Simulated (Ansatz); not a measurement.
Input, command and steps of an Ansatz relaxation.

```yaml
crystal:
  lattice:
    - [3.238376246, 0.0, 0.0]
    - [0.0, 3.22164332, 0.0]
    - [-0.0804548793, 0.0, 6.4438887882]
  atoms:
    - { symbol: Bi, position: [0.45575275, 0.0, 0.25042211] }
    - { symbol: Bi, position: [0.54424725, 0.0, 0.74957789] }
basis:
  ecutwfc: 420
kpoints:
  mp_grid: { grid: [12, 12, 6] }
hamiltonian:
  xc: pbe
scf:
  occupations: { method: gaussian, width: 0.1 }
output:
  forces: true
  stress: true
  eigenvalues: true
relax:
  adjacent_minimum: "off"
  f_tol: 0.02
  max_steps: 70
  cell: { stress_tol: 0.1 }
```

```bash
ansatz run input.yaml --threads 2 --pin off --max-ram 5120MiB --backend cpu --events-out ev --progress --plain --runs-dir out
```

Theory: DFT PBE, scalar-relativistic, plane waves, PAW in Ansatz 0.2.0.

Of 10 frames 10 are shown, positions in Å and forces in eV/Å; the SCF threshold varies from step to step. Steps run on the plane waves of an earlier cell, with a Pulay correction in the pressure. The basis is chosen afresh for the last frame, the zero of the energies, and can be on the way; energy and pressure step there, also at an unchanged geometry. The mark taken_back stands on steps that the optimiser undid.

```xyz
2
Lattice="3.2384 0.0000 0.0000 0.0000 3.2216 0.0000 -0.0805 0.0000 6.4439" Properties=species:S:1:pos:R:3:forces:R:3 pbc="T T T" step=1 free_energy_over_end_meV_per_atom=12.13 pressure_GPa=2.30
Bi    1.4558    0.0000    1.6137   -0.0020    0.0000   -0.0050
Bi    1.7022    0.0000    4.8302    0.0020    0.0000    0.0050
2
Lattice="3.3091 0.0000 0.0055 0.0000 3.3043 0.0000 -0.0713 0.0000 6.5838" Properties=species:S:1:pos:R:3:forces:R:3 pbc="T T T" step=2 free_energy_over_end_meV_per_atom=4.37 pressure_GPa=-1.02
Bi    1.5117    0.0000    1.6512    0.0120    0.0000    0.0020
Bi    1.7261    0.0000    4.9380   -0.0120    0.0000   -0.0020
2
Lattice="3.2852 0.0000 0.0082 0.0000 3.2805 0.0000 -0.0654 0.0000 6.5416" Properties=species:S:1:pos:R:3:forces:R:3 pbc="T T T" step=3 free_energy_over_end_meV_per_atom=1.49 pressure_GPa=-0.10
Bi    1.5081    0.0000    1.6423    0.0100    0.0000   -0.0020
Bi    1.7117    0.0000    4.9074   -0.0100    0.0000    0.0020
2
Lattice="3.2772 0.0000 0.0182 0.0000 3.2794 0.0000 -0.0452 0.0000 6.5491" Properties=species:S:1:pos:R:3:forces:R:3 pbc="T T T" step=4 free_energy_over_end_meV_per_atom=0.65 pressure_GPa=0.00
Bi    1.5687    0.0000    1.6464    0.0120    0.0000    0.0000
Bi    1.6633    0.0000    4.9210   -0.0120    0.0000    0.0000
2
Lattice="3.2651 0.0000 0.0404 0.0000 3.2777 0.0000 -0.0007 0.0000 6.5860" Properties=species:S:1:pos:R:3:forces:R:3 pbc="T T T" step=5 free_energy_over_end_meV_per_atom=2.64 pressure_GPa=-0.10 taken_back
Bi    1.7706    0.0000    1.6609   -0.0170    0.0000    0.0200
Bi    1.4939    0.0000    4.9655    0.0170    0.0000   -0.0200
2
Lattice="3.3153 0.0000 -0.0040 0.0000 3.2811 0.0000 -0.0903 0.0000 6.5900" Properties=species:S:1:pos:R:3:forces:R:3 pbc="T T T" step=6 free_energy_over_end_meV_per_atom=2.96 pressure_GPa=-0.80 taken_back
Bi    1.6710    0.0000    1.6474   -0.0080    0.0000   -0.0060
Bi    1.5540    0.0000    4.9386    0.0080    0.0000    0.0060
2
Lattice="3.2772 0.0000 0.0209 0.0000 3.2771 0.0000 -0.0399 0.0000 6.5517" Properties=species:S:1:pos:R:3:forces:R:3 pbc="T T T" step=7 free_energy_over_end_meV_per_atom=0.29 pressure_GPa=0.03
Bi    1.6149    0.0000    1.6476    0.0030    0.0000    0.0020
Bi    1.6224    0.0000    4.9249   -0.0030    0.0000   -0.0020
2
Lattice="3.2886 0.0000 0.0113 0.0000 3.2771 0.0000 -0.0592 0.0000 6.5646" Properties=species:S:1:pos:R:3:forces:R:3 pbc="T T T" step=8 free_energy_over_end_meV_per_atom=0.52 pressure_GPa=-0.22 taken_back
Bi    1.6347    0.0000    1.6475   -0.0010    0.0000   -0.0020
Bi    1.5946    0.0000    4.9284    0.0010    0.0000    0.0020
2
Lattice="3.2774 0.0000 0.0208 0.0000 3.2774 0.0000 -0.0401 0.0000 6.5548" Properties=species:S:1:pos:R:3:forces:R:3 pbc="T T T" step=9 free_energy_over_end_meV_per_atom=0.27 pressure_GPa=0.00
Bi    1.6261    0.0000    1.6486    0.0010    0.0000    0.0010
Bi    1.6112    0.0000    4.9269   -0.0010    0.0000   -0.0010
2
Lattice="3.2774 0.0000 0.0208 0.0000 3.2774 0.0000 -0.0401 0.0000 6.5548" Properties=species:S:1:pos:R:3:forces:R:3 pbc="T T T" step=10 free_energy_over_end_meV_per_atom=0.00 pressure_GPa=0.00
Bi    1.6261    0.0000    1.6486    0.0010    0.0000    0.0010
Bi    1.6112    0.0000    4.9269   -0.0010    0.0000   -0.0010
```

The run took 98 s on 2 threads of Arm Neoverse V1 (shared host), peak memory 0.56 GiB.

Spin–orbit coupling is left out, which can shift energies with elements as heavy as these.